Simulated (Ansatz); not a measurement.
CaO built on the zincblende prototype (r2SCAN geometry), in Ansatz:

```
Ca O
1.0
     0.00000    2.60673    2.60673
     2.60673    0.00000    2.60673
     2.60673    2.60673    0.00000
Ca O
1 1
Direct
  0.00000 0.00000 0.00000
  0.25000 0.25000 0.25000
```

G0W0@PBE with 133 empty bands, a screening cutoff of 140 eV and a 4×4×4 mesh (PAW, contour deformation) gives 4.721 eV over the mesh points, from a PBE gap of 3.333 eV; it sums over 141 bands with 137 plane waves in the screening and a wave cutoff of 420 eV. The G0W0 figures hold for the stated bands, cutoff and mesh and aren't extrapolated. Values at 0 K without nuclear motion; spin polarisation is off, and the phase may be a hypothetical one.

**Question.** Estimate the gap with starting point HSE06.

**Answer.** 5.507 eV (+0.786 eV), from a Kohn-Sham gap of 4.730 eV.

**Question.** Estimate the gap with starting point LDA.

**Answer.** 4.785 eV (+0.064 eV), from a Kohn-Sham gap of 3.139 eV.

**Question.** Estimate the gap with starting point r2SCAN.

**Answer.** 4.956 eV (+0.235 eV), from a Kohn-Sham gap of 3.759 eV.

**Question.** Estimate the gap with frequency model Godby-Needs pole.

**Answer.** 4.684 eV (-0.037 eV), from a Kohn-Sham gap of 3.333 eV.
